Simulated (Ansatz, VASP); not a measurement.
# Two plane-wave programs on Pt

```xyz
1
Lattice="-1.5815 1.5815 1.5815 1.5815 -1.5815 1.5815 1.5815 1.5815 -1.5815" Properties=species:S:1:pos:R:3 pbc="T T T"
Pt    0.0000    0.0000    0.0000
```

Alike in both runs: functional PBE; k mesh 18 × 18 × 18; occupations fermi-dirac, width 0.05 eV; no spin polarisation.

Ansatz relaxed the structure, and its values are those at the end. VASP's run is a single point on that final structure, the one shown.

```csv
,VASP,Ansatz
version,VASP 6.6.1,Ansatz 0.2.0
potentials or method,"VASP PAW PBE potentials, release 64 (Pt)","PAW with Ansatz's default frozen-core files, scalar-relativistic"
plane-wave cutoff (eV),520,420
valence electrons in the cell,10,18
```

Ansatz gave:

```
pressure (GPa) : 0.0
```

Task: What did VASP give for the same quantities?

Result: Pressure (GPa): -0.5.

The functional is the same, so the differences come from potentials, cutoffs and numerics. The two sets of potentials don't hold the same shells in valence.

The runs have no spin-orbit coupling, so splittings on Pt are missing.
